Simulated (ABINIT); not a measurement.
# Au (Fm-3m) in ABINIT: a series of runs

One crystal, Au, is run at these levels: WC, PBE, BP86+D3(BJ), BLYP; tasks: band structure, equation of state.

Program: ABINIT 10.8.3 (patched build). These are calculated values, not measurements. Logs are shortened: lines on timing, memory, paths and dates and some standing lists are left out, and cuts for length are marked. The log counts tension as positive stress, the text compression.

**Experimental background.**

“Exploring toroidal anvil profiles for larger sample volumes above 4 Mbar”, 2024, pmc:11102561 quotes, for a bulk crystal of Au: bulk modulus 167 GPa.

The results are compared with them further down.

## (1) The crystal as given

It takes space group Fm-3m (No. 225, cubic). Conventional cell: a = 4.070 Å, b = 4.070 Å, c = 4.070 Å, α = 90.00°, β = 90.00°, γ = 90.00°. Au (site symmetry m-3m) has 12 Au at 2.88 Å as nearest neighbours.

## (2) Band structure, WC

Contents of run.abi:

```
# Datasets: ground state, then fixed potential
ndtset 2

# Pseudopotentials
pp_dirpath "./"
pseudos "Au.upf"

# Structure
acell 3*1.0
rprim
     0.0000000000     3.8455926636     3.8455926636
     3.8455926636     0.0000000000     3.8455926636
     3.8455926636     3.8455926636     0.0000000000
ntypat 1
znucl 79
natom 1
typat 1
xred
     0.0000000000     0.0000000000     0.0000000000

# Plane-wave basis
ecut 38.0

# Exchange and correlation
ixc 23

# Bands and occupations
occopt 3
tsmear 0.05 eV

# SCF cycle
nstep 100

# Output
iomode 3
prtwf 0
prteig 0
prtebands 0
prtden1 1

# Dataset 1
kptopt1 1
ngkpt1 11 11 11
nshiftk1 1
shiftk1 0.0 0.0 0.0
nband1 14
tolvrs1 1.0e-10

# Dataset 2: bands along G-X-W-K-G-L-U-W-L-K
iscf2 -2
getden2 1
nband2 18
nbdbuf2 2
tolwfr2 1.0e-12
kptopt2 -9
ndivsm2 8
prteig2 1
kptbounds2
     0.0000000000     0.0000000000     0.0000000000
     0.5000000000     0.0000000000     0.5000000000
     0.5000000000     0.2500000000     0.7500000000
     0.3750000000     0.3750000000     0.7500000000
     0.0000000000     0.0000000000     0.0000000000
     0.5000000000     0.5000000000     0.5000000000
     0.6250000000     0.2500000000     0.6250000000
     0.5000000000     0.2500000000     0.7500000000
     0.5000000000     0.5000000000     0.5000000000
     0.3750000000     0.3750000000     0.7500000000
```

Potentials or basis: PseudoDojo NC SR PBEsol v0.4.1 standard.

Command:

```console
abinit run.abi > log 2>&1
```

run.abo:

```text
.Version 10.8.3 of ABINIT
 DATASET    1 : space group Fm -3 m (#225); Bravais cF (face-center cubic)
================================================================================
 Values of the parameters that define the memory need for DATASET  1.
     intxc =       0    ionmov =       0      iscf =       7    lmnmax =       7
     lnmax =       7     mgfft =      32  mpssoang =       4    mqgrid =    3001
     natom =       1  nloc_mem =       1    nspden =       1   nspinor =       1
    nsppol =       1      nsym =      48    n1xccc =    2501    ntypat =       1
    occopt =       3   xclevel =       2
       mpw =        1303          nfft =       32768          nkpt =          56
================================================================================
================================================================================

 DATASET    2 : space group Fm -3 m (#225); Bravais cF (face-center cubic)
================================================================================
 Values of the parameters that define the memory need for DATASET  2.
     intxc =       0    ionmov =       0      iscf =      -2    lmnmax =       7
     lnmax =       7     mgfft =      32  mpssoang =       4    mqgrid =    3001
     natom =       1  nloc_mem =       1    nspden =       1   nspinor =       1
    nsppol =       1      nsym =      48    n1xccc =    2501    ntypat =       1
    occopt =       3   xclevel =       2
       mpw =        1303          nfft =       32768          nkpt =         139
================================================================================
================================================================================

--------------------------------------------------------------------------------
------------- Echo of variables that govern the present computation ------------
--------------------------------------------------------------------------------
 -outvars: echo values of preprocessed input variables --------
            acell      1.0000000000E+00  1.0000000000E+00  1.0000000000E+00 Bohr
              amu      1.96966540E+02
             ecut      3.80000000E+01 Hartree
           getden1          0
           getden2          1
             iscf1          7
             iscf2         -2
                       outvar_i_n : Printing only first  50 k-points.
              ixc          23
           jdtset        1    2
                       outvar_i_n : Printing only first  50 k-points.
           kptopt1          1
           kptopt2         -9
         kptrlatt       11    0    0      0   11    0      0    0   11
          kptrlen1     5.98233823E+01
          kptrlen2     3.00000000E+01
            natom           1
            nband1         14
            nband2         18
           nbdbuf1          0
           nbdbuf2          2
           ndtset           2
           ndivsm1          0
           ndivsm2          8
            ngfft          32      32      32
             nkpt1         56
             nkpt2        139
            nstep         100
             nsym          48
           ntypat           1
                       prtocc : prtvol=0, do not print more k-points.
           occopt           3
        prtebands           0
           prteig1          0
           prteig2          1
            prtwf           0
            rprim      0.0000000000E+00  3.8455926636E+00  3.8455926636E+00
                       3.8455926636E+00  0.0000000000E+00  3.8455926636E+00
                       3.8455926636E+00  3.8455926636E+00  0.0000000000E+00
           shiftk1     0.00000000E+00  0.00000000E+00  0.00000000E+00
           shiftk2     5.00000000E-01  5.00000000E-01  5.00000000E-01
          spgroup         225
           tolvrs1     1.00000000E-10
           tolvrs2     0.00000000E+00
           tolwfr1     0.00000000E+00
           tolwfr2     1.00000000E-12
           tsmear      1.83746611E-03 Hartree
            typat      1
                       outvars : Printing only first  50 k-points.
[... 35 lines left out ...]
  4.63E-13  4.88E-13  4.46E-13  6.81E-14  5.85E-13  2.20E-13  1.87E-13  7.50E-13
  1.69E-13  1.28E-06
 -3.4041E+00 -1.6169E+00 -1.6152E+00 -1.6129E+00  2.4071E-01  2.6402E-01
  3.3886E-01  3.7536E-01  4.0512E-01  6.2197E-01  6.5294E-01  7.5611E-01
  9.4498E-01  1.1285E+00  1.3579E+00  1.4336E+00  1.4806E+00  1.6952E+00

--- !ResultsGS
iteration_state: {dtset: 2, }
comment   : Summary of ground state results
lattice_vectors:
- [  0.0000000,   3.8455927,   3.8455927, ]
- [  3.8455927,   0.0000000,   3.8455927, ]
- [  3.8455927,   3.8455927,   0.0000000, ]
lattice_lengths: [   5.43849,    5.43849,    5.43849, ]
lattice_angles: [ 60.000,  60.000,  60.000, ] # degrees, (23, 13, 12)
lattice_volume:   1.1374173E+02
convergence: {deltae:  0.000E+00, res2:  0.000E+00, residm:  9.987E-13, diffor:  0.000E+00, }
etotal    :  -1.47535696E+02
entropy   :   0.00000000E+00
fermie    :   4.81522354E-01
cartesian_stress_tensor: null
pressure_GPa: null
xred      :
- [  0.0000E+00,   0.0000E+00,   0.0000E+00, Au]
cartesian_forces: null
force_length_stats: {min: null, max: null, mean: null, }
...

 Integrated electronic density in atomic spheres:
 ------------------------------------------------
 Atom  Sphere_radius  Integrated_density
    1        2.00000         15.58943598
================================================================================

 ----iterations are completed or convergence reached----

 Mean square residual over all n,k,spin=   41.900E-14; max=  99.867E-14
 reduced coordinates (array xred) for    1 atoms
       0.000000000000      0.000000000000      0.000000000000

 cartesian coordinates (angstrom) at end:
    1      0.00000000000000     0.00000000000000     0.00000000000000
 length scales=  1.000000000000  1.000000000000  1.000000000000 bohr
              =  0.529177210544  0.529177210544  0.529177210544 angstroms
 Eigenvalues (hartree) for nkpt= 139  k points:
 kpt#   1, nband= 18, wtk=  1.00000, kpt=  0.0000  0.0000  0.0000 (reduced coord)
  -3.40472   -1.61027   -1.61027   -1.61027    0.11234    0.30740    0.30740    0.30740
   0.36475    0.36475    1.01257    1.16041    1.16041    1.16041    1.34429    1.51031
   1.51031    1.51031
 kpt#   2, nband= 18, wtk=  1.00000, kpt=  0.0217  0.0000  0.0217 (reduced coord)
  -3.40472   -1.61031   -1.61029   -1.61029    0.11316    0.30696    0.30778    0.30778
   0.36427    0.36493    1.01359    1.15719    1.16005    1.16005    1.35004    1.49788
   1.49788    1.51088
 kpt#   3, nband= 18, wtk=  1.00000, kpt=  0.0435  0.0000  0.0435 (reduced coord)
  -3.40471   -1.61042   -1.61033   -1.61033    0.11563    0.30566    0.30889    0.30889
   0.36287    0.36549    1.01665    1.14866    1.15883    1.15883    1.36607    1.47416
   1.47416    1.51260
 kpt#   4, nband= 18, wtk=  1.00000, kpt=  0.0652  0.0000  0.0652 (reduced coord)
  -3.40469   -1.61061   -1.61040   -1.61040    0.11971    0.30353    0.31075    0.31075
   0.36059    0.36640    1.02167    1.13720    1.15637    1.15637    1.38963    1.44962
   1.44962    1.50719
 kpt#   5, nband= 18, wtk=  1.00000, kpt=  0.0870  0.0000  0.0870 (reduced coord)
[... 525 lines left out ...]
   0.40236    0.59644    0.63870    0.80802    0.98868    1.10654    1.41406    1.42273
   1.44360    1.68720
 kpt# 137, nband= 18, wtk=  1.00000, kpt=  0.3929  0.3929  0.7143 (reduced coord)
  -3.40414   -1.61673   -1.61527   -1.61266    0.24543    0.27293    0.32642    0.36546
   0.40243    0.60300    0.65331    0.77961    0.97296    1.11552    1.39799    1.42637
   1.45088    1.69066
 kpt# 138, nband= 18, wtk=  1.00000, kpt=  0.3839  0.3839  0.7321 (reduced coord)
  -3.40413   -1.61674   -1.61534   -1.61277    0.24312    0.26842    0.33263    0.37113
   0.40329    0.61156    0.66014    0.75999    0.95825    1.12287    1.37815    1.42998
   1.46455    1.69260
 kpt# 139, nband= 18, wtk=  1.00000, kpt=  0.3750  0.3750  0.7500 (reduced coord)
  -3.40413   -1.61688   -1.61523   -1.61286    0.24071    0.26402    0.33886    0.37536
   0.40512    0.62197    0.65294    0.75611    0.94498    1.12850    1.35789    1.43364
   1.48061    1.69518

== END DATASET(S) ==============================================================
================================================================================

 -outvars: echo values of variables after computation  --------
            acell      1.0000000000E+00  1.0000000000E+00  1.0000000000E+00 Bohr
           etotal1    -1.4753569643E+02
            fcart1    -0.0000000000E+00 -0.0000000000E+00 -0.0000000000E+00
            rprim      0.0000000000E+00  3.8455926636E+00  3.8455926636E+00
                       3.8455926636E+00  0.0000000000E+00  3.8455926636E+00
                       3.8455926636E+00  3.8455926636E+00  0.0000000000E+00
           strten1    -9.1370397694E-05 -9.1370397694E-05 -9.1370397694E-05
                       0.0000000000E+00  0.0000000000E+00  0.0000000000E+00
 Calculation completed.
```

Run time: 1.8 min. Hardware: 1 thread of Intel Xeon Platinum 8259CL at 2.50GHz (Skylake/Cascade Lake), shared host; peak memory 0.11 GiB.

Results:

* Free energy: -4014.6508 eV
* Pressure: 2.7 GPa
* Band gap on the k mesh: none (metal or under the smearing width)
* Valence electrons inside the program's atomic spheres: Au 15.59 (radii [1.0584] Å)

Levels at the corners of the path, in eV from the Fermi level:
```tsv
point	band 6	band 7	band 8	band 9	band 10	band 11	band 12	band 13
Γ	-4.74	-4.74	-4.74	-3.18	-3.18	14.45	18.47	18.47
X	-6.85	-1.99	-1.62	-1.62	0.92	5.81	9.97	9.97
W	-5.23	-5.23	-3.35	-1.62	4.72	6.30	6.30	9.47
K	-5.92	-3.88	-2.89	-2.08	3.82	4.66	7.47	12.61
Γ	-4.74	-4.74	-4.74	-3.18	-3.18	14.45	18.47	18.47
L	-4.78	-4.78	-1.95	-1.95	-1.08	3.10	13.90	17.13
U	-5.92	-3.88	-2.89	-2.08	3.82	4.66	7.47	12.61
W	-5.23	-5.23	-3.35	-1.62	4.72	6.30	6.30	9.47
L	-4.78	-4.78	-1.95	-1.95	-1.08	3.10	13.90	17.13
K	-5.92	-3.88	-2.89	-2.08	3.82	4.66	7.47	12.61
```

Caveat: the potentials were made for another functional, which shifts forces and pressure; spin-orbit coupling is left out, which moves the levels of the heavy elements.

## (3) Band structure, PBE

Changes to run.abi since step 2:

```diff
@@ -5,3 +5,3 @@
 pp_dirpath "./"
-pseudos "Au.upf"
+pseudos "79_Au_19_2.4_2.5_pbe_n_v1.0.psp8"
 
@@ -21,6 +21,6 @@
 # Plane-wave basis
-ecut 38.0
+ecut 30.0
 
 # Exchange and correlation
-ixc 23
+ixc 11
 
@@ -28,3 +28,3 @@
 occopt 3
-tsmear 0.05 eV
+tsmear 0.00183747
 
@@ -38,3 +38,8 @@
 prtebands 0
+enunit 2
 prtden1 1
+prtvha1 1
+prtvclmb1 1
+prtpot1 1
+prtelf1 1
 
@@ -55,4 +60,5 @@
 kptopt2 -9
-ndivsm2 8
+ndivsm2 5
 prteig2 1
+prtvol2 -3
 kptbounds2
```

Potentials or basis: SPMS NC PBE v1.0.

Command:

```console
abinit run.abi > log 2>&1
```

Run time: 55 s. Hardware: 1 thread of Intel Xeon Platinum 8259CL at 2.50GHz (Skylake/Cascade Lake), shared host; peak memory 0.1 GiB.

Results (log left out):

```yaml
Free_energy: -3904.8937 eV
Pressure: 10.9 GPa
Band_gap_on_the_k_mesh: none (metal or under the smearing width)
Valence_electrons_inside_the_program's_atomic_spheres: Au 15.56 (radii [1.0584] Å)
```

Levels at the corners of the path, in eV from the Fermi level:
```tsv
point	band 7	band 8	band 9	band 10	band 11	band 12
Γ	-4.76	-4.76	-3.21	-3.21	14.43	18.49
X	-2.02	-1.65	-1.65	0.93	5.84	10.00
W	-5.25	-3.37	-1.64	4.74	6.31	6.31
K	-3.90	-2.92	-2.11	3.85	4.67	7.48
Γ	-4.76	-4.76	-3.21	-3.21	14.43	18.49
L	-4.80	-1.98	-1.98	-1.07	3.11	13.89
U	-3.90	-2.92	-2.11	3.85	4.67	7.48
W	-5.25	-3.37	-1.64	4.74	6.31	6.31
L	-4.80	-1.98	-1.98	-1.07	3.11	13.89
K	-3.90	-2.92	-2.11	3.85	4.67	7.48
```

Caveat: spin-orbit coupling is left out, which moves the levels of the heavy elements.

## (4) Equation of state, BP86+D3(BJ)

Contents of run.abi:

```
# Datasets: one volume each
ndtset 7
getwfk -1
scalecart1 3*0.9795861087
scalecart2 3*0.9864848297
scalecart3 3*0.9932883884
scalecart4 3*1.0000000000
scalecart5 3*1.0066227096
scalecart6 3*1.0131594038
scalecart7 3*1.0196128224

# Pseudopotentials
pp_dirpath "./"
pseudos "Au.GGA_PBE-JTH.xml"

# Structure
acell 5.4384893002 5.4384893002 5.4384893002
rprim
     0.0000000000     0.7071067812     0.7071067812
     0.7071067812     0.0000000000     0.7071067812
     0.7071067812     0.7071067812     0.0000000000
ntypat 1
znucl 79
natom 1
typat 1
xred
     0.0000000000     0.0000000000     0.0000000000

# Plane-wave basis
ecut 25.0
pawecutdg 47.0

# k points
kptopt 1
ngkpt 11 11 11
nshiftk 1
shiftk 0.0 0.0 0.0

# Exchange and correlation
ixc -106132
vdw_xc 7

# Bands and occupations
nband 10
occopt 3
tsmear 0.05 eV

# SCF cycle
nstep 100
tolvrs 1.0e-9

# Output
iomode 3
prtwf 1
prtden 0
prteig 0
prtebands 0
enunit 1
```

Potentials or basis: JTH PAW PBE v2.0.

Command:

```console
abinit run.abi > log 2>&1
```

Run time: 3.7 min. Hardware: 1 thread of Intel Xeon Platinum 8259CL at 2.50GHz (Skylake/Cascade Lake), shared host; peak memory 0.15 GiB.

Results (log left out):

```
Equilibrium volume                      : 16.57 Å³/atom
Bulk modulus                            : 194 GPa
Pressure derivative of the bulk modulus : 5.9
```

Energy against volume, from the lowest point:
| volume (Å³/atom) | energy (meV/atom) |
| --- | --- |
| 15.843 | 21.39 |
| 16.181 | 5.81 |
| 16.518 | 0.00 |
| 16.855 | 2.71 |
| 17.192 | 12.80 |
| 17.529 | 29.29 |
| 17.866 | 51.35 |

Caveat: pressures at fixed basis lie under the slope of the energies; the PAW data sets were made with another functional, which shifts forces and pressure a little. Spin-orbit coupling is left out, which matters for the levels of Au.

## (5) Band structure, BLYP

Contents of run.abi:

```
# Datasets: ground state, then fixed potential
ndtset 2

# Pseudopotentials
pp_dirpath "./"
pseudos "Au.GGA_PBE-JTH.xml"

# Structure
acell 2.8779245994 2.8779245994 2.8779245994 Angstrom
rprim
     0.0000000000     0.7071067812     0.7071067812
     0.7071067812     0.0000000000     0.7071067812
     0.7071067812     0.7071067812     0.0000000000
ntypat 1
znucl 79
natom 1
typat 1
xred
     0.0000000000     0.0000000000     0.0000000000

# Plane-wave basis
ecut 680.284656 eV
pawecutdg 47.0

# Exchange and correlation
ixc -106131

# Bands and occupations
occopt 3
tsmear 0.00183747

# SCF cycle
nstep 100

# Output
iomode 3
prtwf 0
prteig 0
prtebands 0
prtden1 1
prtvha1 1
prtvclmb1 1
prtpot1 1

# Dataset 1
kptopt1 1
ngkpt1 11 11 11
nshiftk1 1
shiftk1 0.0 0.0 0.0
nband1 10
tolvrs1 1.0e-9

# Dataset 2: bands along G-X-W-K-G-L-U-W-L-K
iscf2 -2
getden2 1
nband2 14
nbdbuf2 2
tolwfr2 1.0e-12
kptopt2 -9
ndivsm2 6
prteig2 1
prtvol2 -3
kptbounds2
     0.0000000000     0.0000000000     0.0000000000
     0.5000000000     0.0000000000     0.5000000000
     0.5000000000     0.2500000000     0.7500000000
     0.3750000000     0.3750000000     0.7500000000
     0.0000000000     0.0000000000     0.0000000000
     0.5000000000     0.5000000000     0.5000000000
     0.6250000000     0.2500000000     0.6250000000
     0.5000000000     0.2500000000     0.7500000000
     0.5000000000     0.5000000000     0.5000000000
     0.3750000000     0.3750000000     0.7500000000
```

Command:

```console
abinit run.abi > log 2>&1
```

Wall time 82 s (1 thread of Intel Xeon Platinum 8259CL at 2.50GHz (Skylake/Cascade Lake), shared host); peak memory 0.12 GiB.

Results (log left out):

```yaml
Free_energy: -926.7788 eV
Pressure: 22.9 GPa
Band_gap_on_the_k_mesh: none (metal or under the smearing width)
Valence_electrons_inside_the_program's_atomic_spheres: Au 9.55 (radii [1.3275] Å)
```

Levels at the corners of the path, in eV from the Fermi level:
| point | band 3 | band 4 | band 5 | band 6 | band 7 | band 8 |
| --- | --- | --- | --- | --- | --- | --- |
| Γ | -4.92 | -4.92 | -3.39 | -3.39 | 15.47 | 19.19 |
| X | -2.21 | -1.83 | -1.83 | 1.06 | 5.62 | 10.16 |
| W | -5.35 | -3.52 | -1.83 | 4.58 | 6.35 | 6.35 |
| K | -4.00 | -3.08 | -2.28 | 3.75 | 4.70 | 7.50 |
| Γ | -4.92 | -4.92 | -3.39 | -3.39 | 15.47 | 19.19 |
| L | -4.95 | -2.16 | -2.16 | -0.90 | 2.92 | 14.82 |
| U | -4.00 | -3.08 | -2.28 | 3.75 | 4.70 | 7.50 |
| W | -5.35 | -3.52 | -1.83 | 4.58 | 6.35 | 6.35 |
| L | -4.95 | -2.16 | -2.16 | -0.90 | 2.92 | 14.82 |
| K | -4.00 | -3.08 | -2.28 | 3.75 | 4.70 | 7.50 |

Caveat: so large a pressure means that the cell lies far from this level's equilibrium, or that cutoff or potentials fall short; the potentials were made for another functional, which shifts forces and pressure; spin-orbit coupling is left out, which moves the levels of the heavy elements.

## (6) Equation of state, PBE

Contents of run.abi:

```
ndtset 7
getwfk -1
scalecart1 3*0.9795861087
scalecart2 3*0.9864848297
scalecart3 3*0.9932883884
scalecart4 3*1.0000000000
scalecart5 3*1.0066227096
scalecart6 3*1.0131594038
scalecart7 3*1.0196128224

pp_dirpath "./"
pseudos "79_Au_19_2.4_2.5_pbe_n_v1.0.psp8"

acell 5.4384893002 5.4384893002 5.4384893002
rprim
     0.0000000000     0.7071067812     0.7071067812
     0.7071067812     0.0000000000     0.7071067812
     0.7071067812     0.7071067812     0.0000000000
ntypat 1
znucl 79
natom 1
typat 1
xred
     0.0000000000     0.0000000000     0.0000000000

ecut 816.341587 eV

kptopt 1
ngkpt 11 11 11
nshiftk 1
shiftk 0.0 0.0 0.0

ixc 11

nband 14
occopt 3
tsmear 0.05 eV

nstep 100
tolvrs 1.0e-10

iomode 3
prtwf 1
prtden 0
prteig 0
prtebands 0
enunit 1
```

Potentials or basis: SPMS NC PBE v1.0.

Command:

```console
abinit run.abi > log 2>&1
```

Run time: 3 min. Hardware: 1 thread of Intel Xeon Platinum 8259CL at 2.50GHz (Skylake/Cascade Lake), shared host; peak memory 0.11 GiB.

The run converged. Its results:

```
Equilibrium volume : 17.96 Å³/atom (rough: see the caveat)
Bulk modulus       : 143 GPa (rough)
```

Energy against volume, from the lowest point:
```
volume (Å³/atom)  energy (meV/atom)
          15.843             147.24
          16.181              99.13
          16.518              62.04
          16.855              34.67
          17.192              15.86
          17.529               4.61
          17.866               0.00
```

Caveat: pressures at fixed basis lie under the slope of the energies; the minimum lies outside the volumes run.

## (7) The runs side by side

```csv
task,level,potentials or basis,cutoff (eV),fine-grid cutoff,gap on the mesh (eV),pressure (GPa)
band structure,WC,PseudoDojo NC SR PBEsol v0.4.1 standard,1034,-,none,2.7
band structure,PBE,SPMS NC PBE v1.0,816,-,none,10.9
equation of state,BP86+D3(BJ),JTH PAW PBE v2.0,680,1278.94 eV,-,-
band structure,BLYP,JTH PAW PBE v2.0,680,1278.94 eV,none,22.9
equation of state,PBE,SPMS NC PBE v1.0,816,-,-,-
```

Alike in all rows: no spin polarisation; cell as given; k mesh 11 × 11 × 11; smearing fermi-dirac 0.05 eV.

Caveats: spin-orbit coupling is left out, which moves the levels of the heavy elements (some runs); the potentials were made for another functional, which shifts forces and pressure (some runs); pressures at fixed basis lie under the slope of the energies (some runs); the PAW data sets were made with another functional, which shifts forces and pressure a little (some runs); so large a pressure means that the cell lies far from this level's equilibrium, or that cutoff or potentials fall short (some runs); the minimum lies outside the volumes run (some runs).

Absolute energies hang on the potentials; compare differences alone.

## (8) Against experiment

Step 4. Against the measured bulk modulus of Au, 167 GPa (quoted in “Exploring toroidal anvil profiles for larger sample volumes above 4 Mbar”, 2024, pmc:11102561), the calculated 194 GPa is off by +16.2 %. The fit is for a static lattice scaled at fixed shape and fixed fractional positions.
